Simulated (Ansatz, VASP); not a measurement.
**One calculation of Ga, two programs**

File POSCAR:

```
Ga
1.0
    2.9761992793      0.0000000000      0.0000000000
   -1.4880996397      2.5774641826      0.0000000000
    0.0000000000      0.0000000000      4.6982452607
Ga
2
Direct
    0.3333333333      0.6666666667      0.2500000000
    0.6666666667      0.3333333333      0.7500000000
```

File INCAR.step1:

```
SYSTEM = Ga
PREC     = Accurate       ! precision mode
ENCUT    = 520            ! plane-wave cutoff, eV
ISMEAR   = -1             ! smearing method
SIGMA    = 0.1            ! smearing width, eV
LREAL    = .False.        ! projectors in reciprocal space
LASPH    = .True.         ! aspherical terms in the spheres
NELM     = 100            ! most SCF steps
NBANDS   = 20             ! bands
GGA      = PE             ! functional
ALGO     = Normal         ! electronic algorithm
EDIFF    = 1E-4           ! SCF threshold, eV
LWAVE    = .True.         ! write WAVECAR
LCHARG   = .False.        ! write CHGCAR
```

The input INCAR.step2:

```
SYSTEM = Ga
PREC     = Accurate       ! precision mode
ENCUT    = 520            ! plane-wave cutoff, eV
EDIFF    = 1E-6           ! SCF threshold, eV
ISMEAR   = -1             ! smearing method
SIGMA    = 0.1            ! smearing width, eV
LREAL    = .False.        ! projectors in reciprocal space
LASPH    = .True.         ! aspherical terms in the spheres
NELM     = 100            ! most SCF steps
ALGO     = Normal         ! electronic algorithm
ISIF     = 2              ! what is computed and relaxed
LWAVE    = .False.        ! write WAVECAR
LCHARG   = .False.        ! write CHGCAR
METAGGA  = R2SCAN         ! meta-GGA
LMIXTAU  = .True.       
NBANDS   = 20             ! bands
ISTART   = 1
```

KPOINTS

```
regular mesh
0
Gamma
  14 14 8
  0 0 0
```

Input for Ansatz:

```yaml
crystal:
  lattice:
    - [2.9761992793, 0.0, 0.0]
    - [-1.4880996397, 2.5774641826, 0.0]
    - [0.0, 0.0, 4.6982452607]
  atoms:
    - { symbol: Ga, position: [0.3333333333, 0.6666666667, 0.25] }
    - { symbol: Ga, position: [0.6666666667, 0.3333333333, 0.75] }
hamiltonian:
  xc: r2scan
  pseudopotentials:
    kind: paw
    azcp:
      Ga: "pseudopotentials/Ga.paw.azcp"
basis:
  ecutwfc: 500
  fft_grid_basis: typed
kpoints:
  mp_grid: { grid: [14, 14, 8], shift: [0, 0, 0] }
magnetization:
  spin_polarized: false
scf:
  occupations: { method: fermi_dirac, width: 0.1 }
  lower_state_search: "off"
output:
  stress: true
  write_density: true
  write_potential: true
  elf: true
  volumetric_format: npy
```

Alike in both runs: task single point; functional r2SCAN; k mesh 14 × 14 × 8; occupations fermi-dirac, width 0.1 eV; no spin polarisation.

|  | VASP | Ansatz |
| --- | --- | --- |
| version | VASP 6.6.1 | Ansatz 0.2.0 |
| potentials or method | VASP PAW PBE potentials, release 64 (Ga_d) | plane waves (500 eV) with PAW, scalar-relativistic |
| plane-wave cutoff (eV) | 520 | 500 |
| valence electrons in the cell | 26 | 26 |

VASP gave:

| Property | Result |
| --- | --- |
| pressure (GPa) | 0.3 |
| largest component of the traceless stress (GPa) | 0.15 |

Q: What did Ansatz give for the same quantities?

A: Pressure (GPa): 0.2; largest component of the traceless stress (GPa): 0.16.

With one functional, cell and mesh, what is left measures potentials, basis and numerics.

Caveats: the PAW data sets were made with another functional, which shifts forces and pressure a little (VASP).
